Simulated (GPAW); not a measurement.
# MgB2 (P6/mmm) in GPAW: further runs

One crystal, MgB2, is run at these levels: RPBE, BLYP+D3(BJ), BLYP+D4, PBE; tasks: relaxation of cell and atoms, single point.

Everything below comes from runs of GPAW 26.7.0. Logs are shortened: lines on timing, memory, paths and dates and some standing lists are left out, and cuts for length are marked. The log counts tension as positive stress, the text compression.

## Step 1: The crystal as given

Symmetry: P6/mmm, No. 191, hexagonal system. The conventional cell has a = 3.085 Å, b = 3.085 Å, c = 3.523 Å, α = 90.00°, β = 90.00°, γ = 120.00°. Mg (site symmetry 6/mmm) has 12 B at 2.51 Å as nearest neighbours. Around B (site symmetry -6m2) lie 3 B at 1.78 Å.

## Step 2: Relaxation of cell and atoms, RPBE

run.py

```python
from ase.filters import FrechetCellFilter
from ase.io import read, write
from ase.optimize import BFGS
from gpaw import GPAW, PW

atoms = read('MgB2.xyz')

calc = GPAW(mode=PW(800),
            xc='RPBE',
            kpts={'size': (10, 10, 8), 'gamma': True},
            occupations={'name': 'fermi-dirac', 'width': 0.05},
            nbands=17,
            convergence={'density': 1e-05, 'forces': 0.0001},
            maxiter=150,
            txt='gpaw.txt')
atoms.calc = calc
opt = BFGS(FrechetCellFilter(atoms), trajectory='relax.traj', logfile='-')
done = opt.run(fmax=0.01, steps=60)
calc.write('gs.gpw')
write('result.traj', atoms)
print('Converged:', done)
print('Cell:', atoms.cell.cellpar().round(4))
print('Volume:', round(atoms.get_volume(), 4))
print(atoms.get_scaled_positions().round(5))
```

MgB2.xyz

```xyz
3
Lattice="3.0850000000 0.0000000000 0.0000000000 -1.5425000000 2.6716883707 0.0000000000 0.0000000000 0.0000000000 3.5230000000" Properties=species:S:1:pos:R:3 pbc="T T T"
Mg     0.0000000000      0.0000000000      0.0000000000
B      1.5425000002      0.8905627901      1.7615000000
B     -0.0000000002      1.7811255806      1.7615000000
```

Potentials or basis: the program's PAW data sets (release 1.2.1) made for this functional, pw.

Started as:

```console
> OMP_NUM_THREADS=1 python run.py
```

gpaw.txt:

```text
__  _  _
 | _ |_)|_||  |
 |__||  | ||/\| - 26.7.0

Input parameters:
  mode=PW(ecut=800.0),
  convergence={'density': 1e-05, 'forces': 0.0001},
  kpts=MonkhorstPack(size=(10, 10, 8), gamma=True),
  maxiter=150,
  nbands=17,
  occupations=Occupations(name='fermi-dirac', width=0.05),
  xc=XC(name='RPBE')

Diagonalizing LCAO Hamiltonian
Converting LCAO to pw mode

         B  B

       Mg

Atoms  # Å, Bohr magnetons
|   | symbol |         x |        y |        z |    initial magnetic moments |
|---|--------|-----------|----------|----------|-----------------------------|
| 0 |     Mg |  0.000000 | 0.000000 | 0.000000 | ( 0.0000,  0.0000,  0.0000) |
| 1 |      B |  1.542500 | 0.890563 | 1.761500 | ( 0.0000,  0.0000,  0.0000) |
| 2 |      B | -0.000000 | 1.781126 | 1.761500 | ( 0.0000,  0.0000,  0.0000) |

Unit cell  # Å
| periodic |         x |        y |        z |  lengths |     angles |
|----------|-----------|----------|----------|----------|------------|
|      yes |  3.085000 | 0.000000 | 0.000000 | 3.085000 |  90.000000 |
|      yes | -1.542500 | 2.671688 | 0.000000 | 3.085000 |  90.000000 |
|      yes |  0.000000 | 0.000000 | 3.523000 | 3.523000 | 120.000000 |

Number of symmetries: 24
Symmetry operations  # r_c * U_cc + t_c -> r_c
|    | kind |            matrix            |
|----|------|------------------------------|
|  0 |  σ   |  1, 1, 0,  0,-1, 0,  0, 0, 1 |
|  1 |  C2  |  1, 1, 0,  0,-1, 0,  0, 0,-1 |
|  2 |  C6  |  1, 1, 0, -1, 0, 0,  0, 0, 1 |
|  3 |  S6  |  1, 1, 0, -1, 0, 0,  0, 0,-1 |
|  4 |  E   |  1, 0, 0,  0, 1, 0,  0, 0, 1 |
|  5 |  σ   |  1, 0, 0,  0, 1, 0,  0, 0,-1 |
|  6 |  σ   |  1, 0, 0, -1,-1, 0,  0, 0, 1 |
|  7 |  C2  |  1, 0, 0, -1,-1, 0,  0, 0,-1 |
|  8 |  σ   |  0, 1, 0,  1, 0, 0,  0, 0, 1 |
|  9 |  C2  |  0, 1, 0,  1, 0, 0,  0, 0,-1 |
| 10 |  C3  |  0, 1, 0, -1,-1, 0,  0, 0, 1 |
| 11 |  S3  |  0, 1, 0, -1,-1, 0,  0, 0,-1 |
| 12 |  C6  |  0,-1, 0,  1, 1, 0,  0, 0, 1 |
| 13 |  S6  |  0,-1, 0,  1, 1, 0,  0, 0,-1 |
[... 198 lines left out ...]
Stress tensor  # eV/Ang^3
|         x |         y |         z |
|-----------|-----------|-----------|
| -0.014713 | -0.000000 |  0.000000 |
| -0.000000 | -0.014713 |  0.000000 |
|  0.000000 |  0.000000 | -0.011674 |

Forces  # eV/Ang
|       x |       y |       z |
|---------|---------|---------|
| 0.00000 | 0.00000 | 0.00000 |  # Mg   0
| 0.00000 | 0.00000 | 0.00000 |  # B    1
| 0.00000 | 0.00000 | 0.00000 |  # B    2

Interpolating wave functions to new cell

         B  B

       Mg

Atoms  # Å, Bohr magnetons
|   | symbol |         x |        y |        z |    initial magnetic moments |
|---|--------|-----------|----------|----------|-----------------------------|
| 0 |     Mg |  0.000000 | 0.000000 | 0.000000 | ( 0.0000,  0.0000,  0.0000) |
| 1 |      B |  1.543546 | 0.891167 | 1.762448 | ( 0.0000,  0.0000,  0.0000) |
| 2 |      B | -0.000000 | 1.782334 | 1.762448 | ( 0.0000,  0.0000,  0.0000) |

Unit cell  # Å
| periodic |         x |        y |        z |  lengths |     angles |
|----------|-----------|----------|----------|----------|------------|
|      yes |  3.087093 | 0.000000 | 0.000000 | 3.087093 |  90.000000 |
|      yes | -1.543546 | 2.673501 | 0.000000 | 3.087093 |  90.000000 |
|      yes |  0.000000 | 0.000000 | 3.524896 | 3.524896 | 120.000000 |

Number of symmetries: 24
Symmetry operations  # r_c * U_cc + t_c -> r_c
|    | kind |            matrix            |
|----|------|------------------------------|
|  0 |  σ   |  1, 1, 0,  0,-1, 0,  0, 0, 1 |
|  1 |  C2  |  1, 1, 0,  0,-1, 0,  0, 0,-1 |
|  2 |  C6  |  1, 1, 0, -1, 0, 0,  0, 0, 1 |
|  3 |  S6  |  1, 1, 0, -1, 0, 0,  0, 0,-1 |
|  4 |  E   |  1, 0, 0,  0, 1, 0,  0, 0, 1 |
|  5 |  σ   |  1, 0, 0,  0, 1, 0,  0, 0,-1 |
|  6 |  σ   |  1, 0, 0, -1,-1, 0,  0, 0, 1 |
|  7 |  C2  |  1, 0, 0, -1,-1, 0,  0, 0,-1 |
|  8 |  σ   |  0, 1, 0,  1, 0, 0,  0, 0, 1 |
|  9 |  C2  |  0, 1, 0,  1, 0, 0,  0, 0,-1 |
| 10 |  C3  |  0, 1, 0, -1,-1, 0,  0, 0, 1 |
| 11 |  S3  |  0, 1, 0, -1,-1, 0,  0, 0,-1 |
| 12 |  C6  |  0,-1, 0,  1, 1, 0,  0, 0, 1 |
| 13 |  S6  |  0,-1, 0,  1, 1, 0,  0, 0,-1 |
[... 215 lines left out ...]
Atoms  # Å, Bohr magnetons
|   | symbol |         x |         y |        z |    initial magnetic moments |
|---|--------|-----------|-----------|----------|-----------------------------|
| 0 |     Mg |  0.000000 | -0.000000 | 0.000000 | ( 0.0000,  0.0000,  0.0000) |
| 1 |      B |  1.550151 |  0.894980 | 1.768697 | ( 0.0000,  0.0000,  0.0000) |
| 2 |      B | -0.000000 |  1.789961 | 1.768697 | ( 0.0000,  0.0000,  0.0000) |

Unit cell  # Å
| periodic |         x |         y |        z |  lengths |     angles |
|----------|-----------|-----------|----------|----------|------------|
|      yes |  3.100303 |  0.000000 | 0.000000 | 3.100303 |  90.000000 |
|      yes | -1.550151 |  2.684941 | 0.000000 | 3.100303 |  90.000000 |
|      yes | -0.000000 | -0.000000 | 3.537395 | 3.537395 | 120.000000 |

Number of symmetries: 24
Symmetry operations  # r_c * U_cc + t_c -> r_c
|    | kind |            matrix            |
|----|------|------------------------------|
|  0 |  σ   |  1, 1, 0,  0,-1, 0,  0, 0, 1 |
|  1 |  C2  |  1, 1, 0,  0,-1, 0,  0, 0,-1 |
|  2 |  C6  |  1, 1, 0, -1, 0, 0,  0, 0, 1 |
|  3 |  S6  |  1, 1, 0, -1, 0, 0,  0, 0,-1 |
|  4 |  E   |  1, 0, 0,  0, 1, 0,  0, 0, 1 |
|  5 |  σ   |  1, 0, 0,  0, 1, 0,  0, 0,-1 |
|  6 |  σ   |  1, 0, 0, -1,-1, 0,  0, 0, 1 |
|  7 |  C2  |  1, 0, 0, -1,-1, 0,  0, 0,-1 |
|  8 |  σ   |  0, 1, 0,  1, 0, 0,  0, 0, 1 |
|  9 |  C2  |  0, 1, 0,  1, 0, 0,  0, 0,-1 |
| 10 |  C3  |  0, 1, 0, -1,-1, 0,  0, 0, 1 |
| 11 |  S3  |  0, 1, 0, -1,-1, 0,  0, 0,-1 |
| 12 |  C6  |  0,-1, 0,  1, 1, 0,  0, 0, 1 |
| 13 |  S6  |  0,-1, 0,  1, 1, 0,  0, 0,-1 |
[... 180 lines left out ...]
|          4 |        -5.174 |     2.000 |
|          5 |         4.299 |     2.000 |
|          6 |         7.555 |     0.004 |
|          7 |         7.555 |     0.004 |
|          8 |         8.854 |     0.000 |
|          9 |        13.446 |     0.000 |
|         10 |        13.446 |     0.000 |
|         11 |        15.058 |     0.000 |
|         12 |        17.072 |     0.000 |
|         13 |        19.810 |     0.000 |
|        ... |               |           |
|         16 |        26.186 |     0.000 |

No gap
No difference between direct/indirect transitions

Stress tensor  # eV/Ang^3
|        x |        y |         z |
|----------|----------|-----------|
| 0.000786 | 0.000000 |  0.000000 |
| 0.000000 | 0.000786 |  0.000000 |
| 0.000000 | 0.000000 | -0.002441 |

Forces  # eV/Ang
|        x |        y |       z |
|----------|----------|---------|
|  0.00000 | -0.00000 | 0.00000 |  # Mg   0
| -0.00000 |  0.00000 | 0.00000 |  # B    1
|  0.00000 |  0.00000 | 0.00000 |  # B    2
[... 7 lines left out ...]
Atoms  # Å, Bohr magnetons
|   | symbol |         x |         y |        z |    initial magnetic moments |
|---|--------|-----------|-----------|----------|-----------------------------|
| 0 |     Mg |  0.000000 | -0.000000 | 0.000000 | ( 0.0000,  0.0000,  0.0000) |
| 1 |      B |  1.550188 |  0.895002 | 1.768991 | ( 0.0000,  0.0000,  0.0000) |
| 2 |      B | -0.000000 |  1.790003 | 1.768991 | ( 0.0000,  0.0000,  0.0000) |

Unit cell  # Å
| periodic |         x |        y |         z |  lengths |     angles |
|----------|-----------|----------|-----------|----------|------------|
|      yes |  3.100376 | 0.000000 | -0.000000 | 3.100376 |  90.000000 |
|      yes | -1.550188 | 2.685005 | -0.000000 | 3.100376 |  90.000000 |
|      yes | -0.000000 | 0.000000 |  3.537981 | 3.537981 | 120.000000 |

Number of symmetries: 24
Symmetry operations  # r_c * U_cc + t_c -> r_c
|    | kind |            matrix            |
|----|------|------------------------------|
|  0 |  σ   |  1, 1, 0,  0,-1, 0,  0, 0, 1 |
|  1 |  C2  |  1, 1, 0,  0,-1, 0,  0, 0,-1 |
|  2 |  C6  |  1, 1, 0, -1, 0, 0,  0, 0, 1 |
|  3 |  S6  |  1, 1, 0, -1, 0, 0,  0, 0,-1 |
|  4 |  E   |  1, 0, 0,  0, 1, 0,  0, 0, 1 |
|  5 |  σ   |  1, 0, 0,  0, 1, 0,  0, 0,-1 |
|  6 |  σ   |  1, 0, 0, -1,-1, 0,  0, 0, 1 |
|  7 |  C2  |  1, 0, 0, -1,-1, 0,  0, 0,-1 |
|  8 |  σ   |  0, 1, 0,  1, 0, 0,  0, 0, 1 |
|  9 |  C2  |  0, 1, 0,  1, 0, 0,  0, 0,-1 |
| 10 |  C3  |  0, 1, 0, -1,-1, 0,  0, 0, 1 |
| 11 |  S3  |  0, 1, 0, -1,-1, 0,  0, 0,-1 |
| 12 |  C6  |  0,-1, 0,  1, 1, 0,  0, 0, 1 |
| 13 |  S6  |  0,-1, 0,  1, 1, 0,  0, 0,-1 |
[... 177 lines left out ...]
|          4 |        -5.175 |     2.000 |
|          5 |         4.296 |     2.000 |
|          6 |         7.554 |     0.003 |
|          7 |         7.554 |     0.003 |
|          8 |         8.849 |     0.000 |
|          9 |        13.444 |     0.000 |
|         10 |        13.444 |     0.000 |
|         11 |        15.056 |     0.000 |
|         12 |        17.069 |     0.000 |
|         13 |        19.808 |     0.000 |
|        ... |               |           |
|         16 |        26.180 |     0.000 |

No gap
No difference between direct/indirect transitions

Stress tensor  # eV/Ang^3
|        x |        y |         z |
|----------|----------|-----------|
| 0.000904 | 0.000000 |  0.000000 |
| 0.000000 | 0.000904 |  0.000000 |
| 0.000000 | 0.000000 | -0.002189 |

Forces  # eV/Ang
|        x |       y |       z |
|----------|---------|---------|
| -0.00000 | 0.00000 | 0.00000 |  # Mg   0
|  0.00000 | 0.00000 | 0.00000 |  # B    1
|  0.00000 | 0.00000 | 0.00000 |  # B    2

Interpolating wave functions to new cell

         B  B

       Mg

Atoms  # Å, Bohr magnetons
|   | symbol |         x |         y |        z |    initial magnetic moments |
|---|--------|-----------|-----------|----------|-----------------------------|
| 0 |     Mg |  0.000000 | -0.000000 | 0.000000 | ( 0.0000,  0.0000,  0.0000) |
| 1 |      B |  1.549931 |  0.894853 | 1.771521 | ( 0.0000,  0.0000,  0.0000) |
| 2 |      B | -0.000000 |  1.789706 | 1.771521 | ( 0.0000,  0.0000,  0.0000) |

Unit cell  # Å
| periodic |         x |         y |        z |  lengths |     angles |
|----------|-----------|-----------|----------|----------|------------|
|      yes |  3.099862 | -0.000000 | 0.000000 | 3.099862 |  90.000000 |
|      yes | -1.549931 |  2.684559 | 0.000000 | 3.099862 |  90.000000 |
|      yes | -0.000000 |  0.000000 | 3.543043 | 3.543043 | 120.000000 |

Number of symmetries: 24
Symmetry operations  # r_c * U_cc + t_c -> r_c
|    | kind |            matrix            |
|----|------|------------------------------|
|  0 |  σ   |  1, 1, 0,  0,-1, 0,  0, 0, 1 |
|  1 |  C2  |  1, 1, 0,  0,-1, 0,  0, 0,-1 |
|  2 |  C6  |  1, 1, 0, -1, 0, 0,  0, 0, 1 |
|  3 |  S6  |  1, 1, 0, -1, 0, 0,  0, 0,-1 |
|  4 |  E   |  1, 0, 0,  0, 1, 0,  0, 0, 1 |
|  5 |  σ   |  1, 0, 0,  0, 1, 0,  0, 0,-1 |
|  6 |  σ   |  1, 0, 0, -1,-1, 0,  0, 0, 1 |
|  7 |  C2  |  1, 0, 0, -1,-1, 0,  0, 0,-1 |
|  8 |  σ   |  0, 1, 0,  1, 0, 0,  0, 0, 1 |
|  9 |  C2  |  0, 1, 0,  1, 0, 0,  0, 0,-1 |
| 10 |  C3  |  0, 1, 0, -1,-1, 0,  0, 0, 1 |
| 11 |  S3  |  0, 1, 0, -1,-1, 0,  0, 0,-1 |
| 12 |  C6  |  0,-1, 0,  1, 1, 0,  0, 0, 1 |
| 13 |  S6  |  0,-1, 0,  1, 1, 0,  0, 0,-1 |
[... 202 lines left out ...]
Forces  # eV/Ang
|        x |        y |       z |
|----------|----------|---------|
| -0.00000 |  0.00000 | 0.00000 |  # Mg   0
|  0.00000 | -0.00000 | 0.00000 |  # B    1
| -0.00000 |  0.00000 | 0.00000 |  # B    2

# Writing to gs.gpw (mode='')
```

Wall time 2.1 min (1 thread of Arm Neoverse V1, shared host); peak memory 0.27 GiB.

Results:

| Item | Value |
| --- | --- |
| Free energy | -14.4328 eV |
| Relaxed volume | 9.83 Å³/atom |
| Relaxed cell | a = 3.100 Å, b = 3.100 Å, c = 3.543 Å, α = 90.00°, β = 90.00°, γ = 120.00° |
| Space group after relaxing (to 0.05 Å) | P6/mmm (No. 191) |
| Energy gained by relaxing | 1.2 meV/atom |
| Ionic steps | 5 |
| Pressure after relaxing | -0.1 GPa |
| Band gap on the k mesh | none (metal or under the smearing width) |

Step by step:
```tsv
step	energy change (eV)	largest force (eV/Å)	pressure (GPa)	volume (Å³)
1	0.0000	0.0000	2.19	29.04
2	-0.0008	0.0000	1.90	29.09
3	-0.0034	0.0000	0.05	29.45
4	-0.0034	0.0000	0.02	29.45
5	-0.0035	0.0000	-0.08	29.48
```

Final structure:
```
CELL_PARAMETERS angstrom
3.09986 0.00000 0.00000
-1.54993 2.68456 0.00000
0.00000 0.00000 3.54304
ATOMIC_POSITIONS crystal
Mg 0.00000 0.00000 0.00000
B 0.66667 0.33333 0.50000
B 0.33333 0.66667 0.50000
```

Caveat: later steps reuse the first step's grids. RPBE and its kin give volumes clearly too large for solids.

[end of part 1 of 3]
